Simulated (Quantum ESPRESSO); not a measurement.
MoS2:

```xyz
3
Lattice="1.5800 0.9122 6.1500 -1.5800 0.9122 6.1500 0.0000 -1.8244 6.1500" Properties=species:S:1:pos:R:3 pbc="T T T"
Mo    0.0000    0.0000    0.0000
S     0.0000    0.0000    7.6936
S     0.0000    0.0000    4.6125
```

Measurements of this composition are mostly on another form, of space group No. 194.

Base run:

```yaml
Program: Quantum ESPRESSO 7.5
Functional: PBEsol
Potentials_or_basis: GBRV 1.5 PBEsol
Cutoff: 612 eV
Density_cutoff: 4898 eV
k_mesh: 10 × 10 × 10
Occupations: fermi-dirac, width 0.05 eV
Spin: no spin polarisation
Hubbard_terms: Mo d U = 5 eV
```

Its results: band gap on the k mesh 0.93 eV, indirect (least direct gap 1.66 eV); pressure 0.3 GPa; largest force 0.243 eV/Å.

Task: The run is repeated on the same cell with these changes: hubbard terms from Mo d U = 5 eV to Mo d U = 8 eV. What comes out?

Result: Band gap on the k mesh 0.81 eV, indirect (least direct gap 0.97 eV); pressure 2.7 GPa; largest force 0.199 eV/Å.

A k mesh can miss the band edges.
